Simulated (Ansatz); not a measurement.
**Structure types of Ag compared at 220 GPa**

Structure types of Ag are relaxed in primitive cells with their symmetry kept at 220 GPa, first on PAW files, then by LAPW. The enthalpy is E + pV at zero temperature, without zero-point motion. Only the types listed were tried, and differences under about 5 meV/atom are mesh noise.

Level of theory: DFT with PBE, scalar-relativistic, in Ansatz 0.2.0; Fermi–Dirac smearing of 0.1 eV, no spin polarisation. LAPW: all electrons, basis error target 0.5 meV/atom; PAW: frozen-core files, cutoff 420 eV.

k meshes: fcc 19×19×19, bcc 19×19×19, hcp 18×18×10, simple hexagonal 18×18×17, sc 17×17×17, omega 9×9×13.

**Question.** Which type is lowest in enthalpy, and by how much?

**Answer.** fcc, 16 meV/atom below hcp. The whole table:

| start type | ends as | a, b, c (Å) | V (Å³/atom) | H − H(lowest), LAPW (meV/atom) | same, PAW |
| --- | --- | --- | --- | --- | --- |
| fcc | fcc, Fm-3m | 3.470, 3.470, 3.470 | 10.44 | 0.0 | 0.0 |
| bcc | bcc, Im-3m | 2.756, 2.756, 2.756 | 10.46 | 84.1 | 83.3 |
| hcp | hcp, P6_3/mmc | 2.450, 2.450, 4.017 | 10.44 | 16.2 | 16.1 |
| simple hexagonal | simple hexagonal, P6/mmm | 2.360, 2.360, 2.264 | 10.92 | 1146.5 | 1143.6 |
| sc | sc, Pm-3m | 2.246, 2.246, 2.246 | 11.33 | 2126.2 | 2120.9 |
| omega | omega, P6/mmm | 3.938, 3.938, 2.356 | 10.55 | 286.0 | 285.0 |

**Question.** Split the lead of fcc over hcp into energy and pV.

**Answer.** For hcp less fcc: ΔE = +14.5 meV/atom, and p·ΔV = 220 GPa × +0.0012 Å³ × 6.242 meV/(GPa·Å³) = +1.7 meV/atom, together 16.2 meV/atom. fcc wins on both counts.
